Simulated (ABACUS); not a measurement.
Runs of ABACUS 3.10.1 on GaP. The structure is cubic, space group F-43m (No. 216). Conventional cell: a = 5.451 Å, b = 5.451 Å, c = 5.451 Å, α = 90.00°, β = 90.00°, γ = 90.00°. Around Ga (site symmetry -43m) lie 4 P at 2.36 Å. P (site symmetry -43m) has 4 Ga at 2.36 Å as nearest neighbours. 

```csv
task,level,potentials or basis,cell,k mesh,cutoff (eV),radial cutoff of the potentials (pseudo_rcut),SCF threshold on the density,eigensolver,symmetry key,max steps of the relaxation,gap on the mesh (eV),pressure (GPa),V0 of scaled cells (Å³/atom),relaxed volume (Å³/atom),B0 (GPa)
equation of state,BP86,"PseudoDojo NC SR 0.5 PBE standard, plane waves",as given,6 × 6 × 6,1102,10 bohr,1e-08,dav,1,-,-,-,(b),-,(c)
single point,HLE16,"GBRV ultrasoft 1.5 PBE, plane waves",as given,6 × 6 × 6,544,10 bohr,1e-08,dav,1,-,2.37,-10.8,-,-,-
relaxation of cell and atoms,TM,"SG15 ONCV 1.2 PBE, plane waves",relaxed,5 × 5 × 5,1279,7 bohr,1e-08,dav,1,60,1.53,0.0,-,(a),-
single point,TM,"SG15 ONCV 1.2 PBE, plane waves",as given,5 × 5 × 5,1279,7 bohr,1e-08,dav,1,-,1.56,-1.2,-,-,-
equation of state,HCTH407,"PseudoDojo NC SR 0.5 PBE stringent, plane waves",as given,6 × 6 × 6,1551,10 bohr,1e-08,dav,1,-,-,-,21.03,-,76
relaxation of cell and atoms,LDA,"PseudoDojo NC SR 0.4.1 LDA stringent, DZP LCAO (the cutoffs set its grid)",relaxed,7 × 7 × 7,1551,10 bohr,1e-07,genelpa,1,60,-,0.0,-,19.88,-
single point,LDA,"PseudoDojo NC SR 0.4.1 LDA stringent, DZP LCAO (the cutoffs set its grid)",as given,7 × 7 × 7,1551,10 bohr,1e-07,genelpa,1,-,(d),-1.5,-,-,-
```

Alike in all rows: no spin polarisation; smearing fermi-dirac 0.05 eV.

**Question.** Estimate the missing entries.

**Answer.** (a) 19.95; (b) 21.06; (c) 75; (d) 1.46.

Caveats: the potentials were made for another functional, which shifts forces and pressure (some runs); an odd mesh through Γ misses points on the zone boundary, where band edges often lie (some runs); the atomic orbitals were generated for these runs and aren't a published set (some runs); the basis of atomic orbitals isn't converged, which shifts pressures, moduli and gaps (some runs); the potentials were made for a functional far from this one (some runs).

A k mesh can miss the band edges, and the runs leave out spin-orbit coupling on Ga.

The runs don't all hold the same shells in valence.
